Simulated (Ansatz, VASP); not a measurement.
One calculation of Cr, two programs

Contents of INCAR:

```
SYSTEM = Cr
PREC     = Accurate       ! precision mode
ENCUT    = 520            ! plane-wave cutoff, eV
EDIFF    = 1E-6           ! SCF threshold, eV
ISMEAR   = 0              ! smearing method
SIGMA    = 0.1            ! smearing width, eV
LREAL    = .False.        ! projectors in reciprocal space
LASPH    = .True.         ! aspherical terms in the spheres
NELM     = 100            ! most SCF steps
ALGO     = Fast           ! electronic algorithm
ISIF     = 2              ! what is computed and relaxed
LWAVE    = .False.        ! write WAVECAR
LCHARG   = .True.         ! write CHGCAR
GGA      = PE             ! functional
LELF     = .True.         ! ELF
LVHAR    = .True.       
NBANDS   = 12             ! bands
```

The input KPOINTS:

```
regular mesh
0
Gamma
  20 20 20
  0 0 0
```

Contents of POSCAR:

```
Cr
1.0
   -1.4419500000      1.4419500000      1.4419500000
    1.4419500000     -1.4419500000      1.4419500000
    1.4419500000      1.4419500000     -1.4419500000
Cr
1
Direct
    0.0000000000      0.0000000000      0.0000000000
```

Input for Ansatz:

```yaml
crystal:
  lattice:
    - [-1.44195, 1.44195, 1.44195]
    - [1.44195, -1.44195, 1.44195]
    - [1.44195, 1.44195, -1.44195]
  atoms:
    - { symbol: Cr, position: [0.0, 0.0, 0.0] }
basis:
  ecutwfc: 420
kpoints:
  mp_grid: { grid: [20, 20, 20] }
hamiltonian:
  xc: pbe
scf:
  occupations: { method: gaussian, width: 0.1 }
output:
  forces: true
  stress: true
  eigenvalues: true
  populations: true
```

Alike in both runs: task single point; functional PBE; k mesh 20 × 20 × 20; occupations gaussian, width 0.1 eV; no spin polarisation.

```csv
,VASP,Ansatz
version,VASP 6.6.1,Ansatz 0.2.0
potentials or method,"VASP PAW PBE potentials, release 64 (Cr_pv)","scalar-relativistic, plane waves, PAW"
plane-wave cutoff (eV),520,420
valence electrons in the cell,12,14
```

|  | VASP | Ansatz | Ansatz less VASP |
| --- | --- | --- | --- |
| gap on the k mesh at the Fermi level (eV) | none | none | - |
| pressure (GPa) | -9.5 | -9.0 | +0.51 |

A gap of «none» marks a metal or a gap that the smearing closes. The functional is the same, so the differences come from potentials, cutoffs and numerics. The two sets of potentials don't hold the same shells in valence.

Caveats: the run has no spin polarisation, though such a crystal can be magnetic. Spin polarisation is off, so any magnetic state and its effect on volume and gap are missing.
